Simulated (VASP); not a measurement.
Crystal: Nb.

```
CELL_PARAMETERS angstrom
2.94168 0.00000 0.00000
-1.47084 2.54757 0.00000
0.00000 0.00000 4.80377
ATOMIC_POSITIONS crystal
Nb 0.33333 0.66667 0.25000
Nb 0.66667 0.33333 0.75000
```

This isn't the form of Nb at room conditions, which is bcc.

- Program: VASP 6.6.1
- Task: relaxation of cell and atoms
- Functional: PBE
- Dispersion: D3(BJ)
- Potentials or basis: VASP PAW PBE potentials, release 64 (Nb_sv)
- Cutoff: 600 eV
- k mesh: 18 × 18 × 10
- Occupations: gaussian, width 0.1 eV
- Spin: no spin polarisation

At the start: pressure -0.9 GPa; volume 18.00 Å³/atom.

Q: Where does the relaxation end?

A: Over 13 steps the energy falls by 56.6 meV/atom and the volume is 17.91 Å³/atom (-0.5 %); space group P6_3/mmc (No. 194, to 0.05 Å).

The path:
| step | energy change (eV) | largest force (eV/Å) | pressure (GPa) | volume (Å³) |
| --- | --- | --- | --- | --- |
| 1 | 0.0000 | 0.0000 | -0.92 | 36.00 |
| 2 | -0.0676 | 0.0000 | 1.73 | 35.44 |
| 3 | 0.1084 | 0.0000 | 15.24 | 33.46 |
| 4 | -0.0937 | 0.0000 | 3.85 | 35.03 |
| 5 | -0.0957 | 0.0000 | 5.27 | 34.78 |
| 6 | -0.1062 | 0.0000 | 1.65 | 35.53 |
| 7 | -0.1073 | 0.0000 | 2.45 | 35.36 |
| 8 | -0.1128 | 0.0000 | 0.50 | 35.72 |
| 9 | -0.1132 | 0.0000 | -0.08 | 35.83 |
| 10 | -0.1132 | 0.0000 | -0.03 | 35.82 |
| 11 | -0.1132 | 0.0000 | 0.00 | 35.81 |
| 12 | -0.1132 | 0.0000 | 0.04 | 35.81 |
| 13 | -0.1132 | 0.0000 | 0.00 | 35.81 |

Final structure:
```
CELL_PARAMETERS angstrom
2.83130 0.00000 0.00000
-1.41565 2.45197 0.00000
0.00000 0.00000 5.15862
ATOMIC_POSITIONS crystal
Nb 0.33333 0.66667 0.25000
Nb 0.66667 0.33333 0.75000
```

Caveat: pairwise dispersion overbinds metals, which lowers pressure and volume.
